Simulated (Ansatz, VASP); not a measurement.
**Al in VASP and in Ansatz**

```xyz
1
Lattice="0.0000 2.0248 2.0248 2.0248 0.0000 2.0248 2.0248 2.0248 0.0000" Properties=species:S:1:pos:R:3 pbc="T T T"
Al    0.0000    0.0000    0.0000
```

Alike in both runs: task single point; functional PBE; k mesh 11 × 11 × 11; occupations gaussian, width 0.023 eV; no spin polarisation.

|  | VASP | Ansatz |
| --- | --- | --- |
| version | VASP 6.6.1 | Ansatz 0.2.0 |
| potentials or method | VASP PAW PBE potentials, release 64 (Al), cutoff 520 eV | all-electron LAPW, scalar-relativistic |

|  | VASP | Ansatz | Ansatz less VASP |
| --- | --- | --- | --- |
| gap on the k mesh at the Fermi level (eV) | none | none | - |
| pressure (GPa) | -0.5 | -0.5 | +0.04 |

A gap of «none» marks a metal or a gap that the smearing closes. Ansatz ran all-electron here, so the differences hold the error of VASP's frozen core and of both bases.
